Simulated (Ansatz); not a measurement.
# Pb (Im-3m) in Ansatz: notebook, part 2 of 2

Ansatz 0.2.0. The steps go on from the part before.

## 5. Phonons, PBEsol

The input, input.yaml:

```yaml
crystal:
  lattice:
    - [-1.9796595667, 1.9796595667, 1.9796595667]
    - [1.9796595667, -1.9796595667, 1.9796595667]
    - [1.9796595667, 1.9796595667, -1.9796595667]
  atoms:
    - { symbol: Pb, position: [0.0, 0.0, 0.0] }
hamiltonian:
  xc: pbesol
  pseudopotentials: { kind: paw }
kpoints:
  mp_grid: { grid: [7, 7, 7] }
scf:
  occupations: { method: fermi_dirac, width: 0.05 }
phonons:
  method: dfpt
```

Potentials or basis: Ansatz PAW.

On the command line:

```
> ansatz run input.yaml --threads 2 --pin off --max-ram 5632MiB --backend cpu --events-out ev --progress --plain --runs-dir out
```

What it wrote:

```text
Warning: RAYON_NUM_THREADS=2 ignored (pool sized by the plan → 2); use --threads N
Engine: ansatz 0.2.0, aarch64-unknown-linux-gnu
Pseudopotentials: kind: paw
Pseudopotential: Pb, paw, valence charge 14, recommended cutoff 420 eV (normal), Pb.paw.azcp
Functional definition: PBEsol
  exchange = pbesol_x
  correlation = pbesol_c
Crystal: 1 atoms, lattice volume = 31.034 Å³
Basis set: ecut = 420 eV, 603 PW (Γ), exchange–correlation on 48×48×48 points (8 copies of the dense FFT grid, shifted against one another)
Bands: 11, of which v1, the nominal top of the filled ones, is band 7 counted from 1 (6 counted from 0)
Symmetry: 48 space group operations
k-points: 40 of 343 (irreducible under 8 space group operations, time reversal used)
Non-local potential: Pb, projectors of the file, l = 0: 2, l = 1: 2, l = 2: 2, l = 3: 2
PAW form: soft (Blöchl's): semilocal exchange-correlation on the pseudo side does not see the compensation charge
PAW frozen core: Pb, regenerated for the run's functional, and the local potential with it (the file was generated under x = pbe(κ = 0.804, μ = 0.2195149727645171), c = pbe(β = 0.06672455060314922))
PAW one-centre angular grid: Pb, 590 points (default); XC on 64 Gauss nodes
Initial density: superposition of atomic densities (neutral atoms: chi_scale 0, normalization atom), corrected by the library's trained network
Initial wavefunctions: pseudopotential atomic-orbital guess
Functional: x = pbesol(κ = 0.804, μ = 0.12345679012345678), c = pbesol(β = 0.046)
SCF iter   1: F=—  HF=-11754.927643 eV  |F-HF|=—  |Δ(HF+E_count)|=         —  Δρ=1.84e-3  dr2=1.04e-3  ethr=1.77e-3  ⟨swp⟩=5.8  Hψ=2902  notcnv=0
preconditioner: auto → none  [insulator: Δε(μ)=0.257 eV  Ē_g=19.906 eV  σ=0.050 eV  W_gap=0.73  n_scr=12 (ndim 8)  ℏωp=24.9 eV  f_vac=0.000  D(μ)=0.35/eV (n_scr^D=0)  ε∞_Penn≈2.6]
[... 9 lines left out ...]
SCF converged after 7 iterations
Free energy (F): -11754.926609 eV
Harris-Foulkes:  -11754.926609 eV  (|F-HF|=1.82e-12)
Internal energy: -11754.923544 eV  (E = F + TS)
E sigma→0 (E₀):  -11754.925077 eV
Entropy (-TS):   -0.003065 eV (-3.065 meV/atom)
Fermi energy:    10.515488 eV
--- Per-component energies (eV) ---
  E_band       = -43.342860
  E_kinetic    = 288.734149
  E_local      = -1031.820143  (includes V_loc(G=0)·N_el)
  E_nonlocal   = 351.684895
  E_hartree    = 408.150200
  E_xc         = -218.744594
  E_vxc        = -132.422800  (∫ρ·V_xc dr)
  E_paw        = -10255.908658  (= ΣΔE_a)
  E_vpaw       = -335.819422  (= ΣTr[D̂ρ^β])
  E_aug_tail   = 0.000044  (compensation charges beyond the density's cutoff)
  E_ewald      = -1297.081552
  E_core_change = 0.062117  (= ΣΔE_core)
  E_smearing   = -0.003065  (= −TS)
  E_closure    = -0.000000  (closes the sum)
  Σ components = -11754.926609   (vs F -11754.926609, Δ=0.00e0)
--- Band table (eV; the first three rows and the last of 40) ---
  k-point 0: bands = ["-6.6079", "-6.6079", "-6.6079", "-6.3821", "-6.3821", "-1.1648", "17.8811", "17.8811", "17.8811", "21.4914", "21.4914"]
  k-point 1: bands = ["-6.6230", "-6.5908", "-6.5415", "-6.3978", "-6.3835", "-0.7589", "14.7267", "16.7341", "17.3643", "19.8423", "20.6852"]
  k-point 2: bands = ["-6.6566", "-6.5792", "-6.4131", "-6.3882", "-6.3866", "0.4398", "10.4624", "15.0077", "16.3105", "18.5371", "19.7954"]
  k-point 39: bands = ["-6.6447", "-6.6308", "-6.2994", "-6.2994", "-6.2929", "4.6902", "9.9206", "10.3363", "10.3363", "15.1262", "16.1778"]
--- Phonons (Γ-DFPT): 1 representative perturbation + reference, on 40 of 343 k-points (Σ response iterations 3) ---
  k mesh reduced under 8 symmetry operations, with k and −k counted as one. Each operation leaves every solved perturbation unchanged. A smaller set is not used because it would not reduce the number of displacements times k-points to solve
  ASR residual: 1.758e-5 → 0.000e0 eV/Å²; symmetrization residual: 2.168e-19 eV/Å²
  ASR residual per site (eV/Å²): 1.76e-5
  Γ frequencies (cm⁻¹): 0.00 0.00 0.00
  non-analytic LO–TO correction: not included (Born effective charges unavailable; polar crystals: no LO–TO splitting at Γ)
```

It took 1.4 s on 2 threads of Arm Neoverse V2, shared host; peak memory 0.34 GiB.

What came out:

- Free energy: -11754.9266 eV
- Band gap on the k mesh: none (metal or under the smearing width)

Levels at points of the mesh, in eV from the Fermi level:
```csv
k point,band 3,band 4,band 5,band 6,band 7,band 8,band 9,band 10,band 11
"(0.00, 0.00, 0.00)",-17.12,-16.90,-16.90,-11.68,7.37,7.37,7.37,10.98,10.98
```

Caveat: the PAW data sets come from PBE, with cores solved anew for the run's functional, which leaves a small shift of forces and pressure. Spin-orbit coupling is left out, which matters for the levels of Pb.

## 6. Elastic constants, PBEsol

Changes to input.yaml since step 5:

```diff
@@ -14,3 +14,7 @@
   occupations: { method: fermi_dirac, width: 0.05 }
-phonons:
-  method: dfpt
+output:
+  forces: true
+  stress: true
+elastic:
+  mode: relaxed_ion
+  stencil: two_point
```

Potentials or basis: Ansatz PAW.

On the command line:

```
> ansatz run input.yaml --threads 2 --pin off --max-ram 5632MiB --backend cpu --events-out ev --progress --plain --runs-dir out
```

It took 2.3 s on 2 threads of Arm Neoverse V2, shared host; peak memory 0.3 GiB.

Results (log left out):

```
Free energy                     : -11754.9266 eV
Pressure                        : -2.2 GPa
Band gap on the k mesh          : none (metal or under the smearing width)
Elastic constants C11, C12, C44 : 52, 33, 13 GPa
Voigt bulk modulus              : 39 GPa
```

Levels at points of the mesh, in eV from the Fermi level:
| k point | band 5 | band 6 | band 7 | band 8 | band 9 | band 10 |
| --- | --- | --- | --- | --- | --- | --- |
| (0.00, 0.00, 0.00) | -16.90 | -11.68 | 7.37 | 7.37 | 7.37 | 10.98 |

Elastic tensor in Voigt notation (GPa, in the Cartesian axes of the cell as first typed):
```
52 33 33  0  0  0
33 52 33  0  0  0
33 33 52  0  0  0
 0  0  0 13  0  0
 0  0  0  0 13  0
 0  0  0  0  0 13
```

Caveat: elastic constants of metals need much finer meshes, so these are rough; the PAW data sets come from PBE, with cores solved anew for the run's functional, which leaves a small shift of forces and pressure.

## 7. Summary

| task | level | atoms under strain | gap on the mesh (eV) | pressure (GPa) |
| --- | --- | --- | --- | --- |
| elastic constants | LDA | clamped | none | -3.7 |
| phonons | PBE | - | none | - |
| elastic constants | PBE | relaxed | none | 0.5 |
| phonons | PBEsol | - | none | - |
| elastic constants | PBEsol | relaxed | none | -2.2 |

Alike in all rows: potentials or basis Ansatz PAW; no spin polarisation; cell as given; k mesh 7 × 7 × 7; cutoff (eV) 420; smearing fermi-dirac 0.05 eV.

Every run on the cell as given and a fine mesh finds a metal. The pressure there spans -3.7 GPa (LDA) to 0.5 GPa (PBE); a positive pressure means that this level wants a larger cell, a negative one a smaller.

Caveats: elastic constants of metals need much finer meshes, so these are rough (some runs); the PAW data sets come from PBE, with cores solved anew for the run's functional, which leaves a small shift of forces and pressure (some runs); the cell is more than 3 GPa from zero pressure, which shifts response properties (some runs).

Total energies depend on the potentials used, so only differences within one code and one set of settings carry meaning.
